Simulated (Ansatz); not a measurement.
## Band structure of Re

```
Re
1.0
     1.38392    0.79901    6.69861
    -1.38392    0.79901    6.69861
     0.00000   -1.59802    6.69861
Re
3
Direct
  0.00000 0.00000 0.00000
  0.22217 0.22217 0.22217
  0.77783 0.77783 0.77783
```

Atoms are numbered in the order listed.

The conventional cell has a = 2.768 Å, b = 2.768 Å, c = 20.096 Å, α = 90.00°, β = 90.00°, γ = 120.00°. Re (atom 1) is surrounded by 12 Re at 2.75 to 2.77 Å. Around Re (atom 2) lie 12 Re at 2.74 to 2.77 Å.

Structure from Materials Project entry mp-975065 (possibly hypothetical), not relaxed further.

Spin polarisation is left out, and whether a magnetic state lies lower isn't shown here.

No spin–orbit coupling, which matters for the heavy atoms here.

These are results of DFT, PBE, all-electron LAPW, scalar-relativistic (Ansatz 0.2.0), not measurements.

Numerical set-up: a Γ-centred 15×15×15 k mesh, Fermi–Dirac smearing of 0.05 eV, basis error target 0.5 meV/atom, no spin polarisation.

Points in fractions of the reciprocal vectors of this cell: Γ (0, 0, 0), T (0.5, 0.5, 0.5), H2 (0.824, 0.176, 0.5), H0 (0.5, -0.176, 0.176), L (0.5, 0, 0), S0 (0.338, -0.338, 0), S2 (0.662, 0, 0.338), F (0.5, 0, 0.5). The path joins them by straight lines in the order Γ–T–H2–H0–L–Γ–S0–S2–F; legs that retrace an earlier one aren't tabulated. Energies are in eV from the Fermi level.

**Question.** Is there a gap?

**Answer.** none: with an odd electron count and no spin polarisation the bands can't all be full, a metal in this set-up (spin order or a larger cell could open a gap).

**Question.** List the levels between -8 and 6 eV at the symmetry points.

**Answer.** 
Γ: -6.85, -6.78, -1.94 (×2), -1.82, -1.77, -1.60, -1.53 (×2), -1.15 (×2), 0.56 (×2), 2.58 (×2), 3.16 (×2)
T: -6.66, -2.27, -2.26, -1.88 (×2), -1.60 (×2), -1.23 (×2), 0.51, 1.12 (×2), 1.67 (×2), 3.60 (×2)
H2: -5.01, -4.55, -4.34, -4.20, -3.84, -3.52, -2.27, -2.14, -2.13, -0.16, 0.24, 1.89, 3.09, 3.15, 3.45
H0: -5.01, -4.55, -4.34, -4.20, -3.84, -3.52, -2.27, -2.14, -2.13, -0.16, 0.24, 1.89, 3.09, 3.15, 3.45
L: -6.62, -5.92, -5.72, -4.81, -4.78, -2.07, -2.01, -1.57, -0.30, 1.77, 1.84, 1.92, 3.87, 4.26, 4.29, 4.32, 5.81
S0: -5.00, -4.52, -4.46, -4.08, -3.87, -3.48, -2.25, -2.19, -2.17, -0.14, 0.25, 1.89, 3.08, 3.23, 3.36
S2: -5.00, -4.52, -4.46, -4.08, -3.87, -3.48, -2.25, -2.19, -2.17, -0.14, 0.25, 1.89, 3.08, 3.23, 3.36
F: -6.62, -6.07, -5.74, -5.19, -3.47, -3.03, -1.02, -0.98, -0.92, -0.65, 1.48, 3.87, 4.03, 4.19, 4.30, 4.49, 5.90
